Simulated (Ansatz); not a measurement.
# ZnS: the cost of one run

Computed with Ansatz 0.2.0 (DFT PBEsol, scalar-relativistic, unless a step's input says otherwise).

### Step 1. The system as given

The structure is hexagonal, space group P6_3mc (No. 186). Conventional cell: a = 3.811 Å, b = 3.811 Å, c = 6.234 Å, α = 90.00°, β = 90.00°, γ = 120.00°. Zn (site symmetry 3m) has 4 S at 2.31 to 2.40 Å in its first shell of neighbours. S (site symmetry 3m) has 4 Zn at 2.31 to 2.40 Å in its first shell of neighbours.

Coordinates:

```
Zn S
1.0
     3.81100    0.00000    0.00000
    -1.90550    3.30042    0.00000
     0.00000    0.00000    6.23400
Zn S
2 2
Direct
  0.33333 0.66667 0.00000
  0.66667 0.33333 0.50000
  0.33333 0.66667 0.38500
  0.66667 0.33333 0.88500
```

The cell is a deposited one (Crystallography Open Database entry 9008878); the temperature and pressure of the measurement aren't taken into account, and nothing was relaxed.

Atoms are numbered in the order of the input: Zn1, Zn2, S3, S4.

### Step 2. Volume × 0.94, LAPW

input.yaml

```yaml
crystal:
  lattice:
    - [3.7332014668, 0.0, 0.0]
    - [-1.8666007334, 3.2330473076, 0.0]
    - [0.0, 0.0, 6.1067398017]
  atoms:
    - { symbol: Zn, position: [0.3333333333, 0.6666666667, 0.0] }
    - { symbol: Zn, position: [0.6666666667, 0.3333333333, 0.5] }
    - { symbol: S, position: [0.3333333333, 0.6666666667, 0.385] }
    - { symbol: S, position: [0.6666666667, 0.3333333333, 0.885] }
kpoints:
  mp_grid: { grid: [8, 8, 5] }
  band_path:
    path:
      - [0.0, 0.0, 0.0]
      - [0.5, 0.0, 0.0]
      - [0.3333333333, 0.3333333333, 0.0]
      - [0.0, 0.0, 0.0]
      - [0.0, 0.0, 0.5]
      - [0.5, 0.0, 0.5]
      - [0.3333333333, 0.3333333333, 0.5]
      - [0.0, 0.0, 0.5]
      - [0.5, 0.0, 0.5]
    npoints: 5
scf:
  occupations: { method: fermi_dirac, width: 0.03 }
hamiltonian:
  xc: pbesol
  pseudopotentials: { kind: all_electron, lapw: { basis_error: 0.001 } }
output:
  forces: true
  stress: true
  eigenvalues: true
```

Run with:

```console
ansatz run input.yaml --threads 1 --pin off --max-ram 4096MiB --backend cpu --events-out ev --progress --plain --runs-dir out
```

Q: Estimate wall time and peak memory on 1 thread of Intel Xeon Platinum 8259CL at 2.50GHz (Skylake/Cascade Lake), shared host.

About 48 s, with a peak of 0.44 GiB.
